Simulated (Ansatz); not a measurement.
# FeCo (Pm-3m): from the first guess to the electronic structure

Task: find the zero-pressure cell of FeCo (Pm-3m) and describe its electrons.

Computed with Ansatz 0.2.0 (DFT PBE, scalar-relativistic, plane waves, PAW, unless a step's input says otherwise).

Spin polarisation is switched off on purpose; where the compound carries moments, volume, stiffness and gap are then not the real material's.

### 1 The structure to begin with

Symmetry: Pm-3m, No. 221, cubic system. The conventional cell has a = 2.857 Å, b = 2.857 Å, c = 2.857 Å, α = 90.00°, β = 90.00°, γ = 90.00°. Fe (site symmetry m-3m) is surrounded by 8 Co at 2.47 Å. Co (site symmetry m-3m) has 8 Fe at 2.47 Å as nearest neighbours.

Structure file:

```cif
data_structure
_symmetry_space_group_name_H-M 'Pm-3m'
_symmetry_Int_Tables_number 221
_cell_length_a 2.8570
_cell_length_b 2.8570
_cell_length_c 2.8570
_cell_angle_alpha 90.000
_cell_angle_beta 90.000
_cell_angle_gamma 90.000
_cell_volume 23.32
loop_
_atom_site_label
_atom_site_type_symbol
_atom_site_symmetry_multiplicity
_atom_site_Wyckoff_symbol
_atom_site_fract_x
_atom_site_fract_y
_atom_site_fract_z
_atom_site_occupancy
Fe1 Fe 1 b 0.50000 0.50000 0.50000 1
Co1 Co 1 a 0.00000 0.00000 0.00000 1
```

### 2 At the starting volume

input.yaml reads:

```yaml
crystal:
  lattice:
    - [2.857, 0.0, 0.0]
    - [0.0, 2.857, 0.0]
    - [0.0, 0.0, 2.857]
  atoms:
    - { symbol: Fe, position: [0.5, 0.5, 0.5] }
    - { symbol: Co, position: [0.0, 0.0, 0.0] }
basis:
  ecutwfc: 420
  ecutrho_ratio: 4
kpoints:
  mp_grid: { grid: [16, 16, 16] }
hamiltonian:
  xc: pbe
scf:
  occupations: { method: gaussian, width: 0.05 }
output:
  forces: true
  stress: true
  eigenvalues: true
```

On the command line:

```console
> ansatz run input.yaml --threads 1 --pin off --max-ram 2560MiB --backend cpu --events-out ev --progress --plain --runs-dir out
```

Further steps of the session: Next volume: 10.494 Å³/atom; A step to a new volume; Bands and density of states at the final cell.

Before running it: what results should come out? Wanted: space group; conventional cell; volume; pressure; gap; states at the Fermi level; Bader charges.

As calculated:

| quantity | value |
| --- | --- |
| space group | Pm-3m (No. 221) |
| conventional cell | a = 2.761 Å, b = 2.761 Å, c = 2.761 Å, α = 90.00°, β = 90.00°, γ = 90.00° |
| volume | 10.518 Å³/atom |
| pressure | -0.01 GPa |
| gap | none (metal) |
| states at the Fermi level | about 5.9 (mean within 0.5 eV; 9.1 at the level itself) per eV per cell |
| Bader charges | Fe +0.10; Co -0.10 e |

What this shows: Over the 3 runs shown the cell moved from 11.66 to 10.52 Å³/atom, a change of -9.8 %, where the pressure is zero within 0.01 GPa. There is no gap at this level of theory; the largest share of the states at the Fermi level is Co 3d (52 % of the projected weight, then Fe 3d with 47 %). The Bader partition leaves Fe most positive, at +0.10 e. Spin polarisation wasn't allowed in this run.
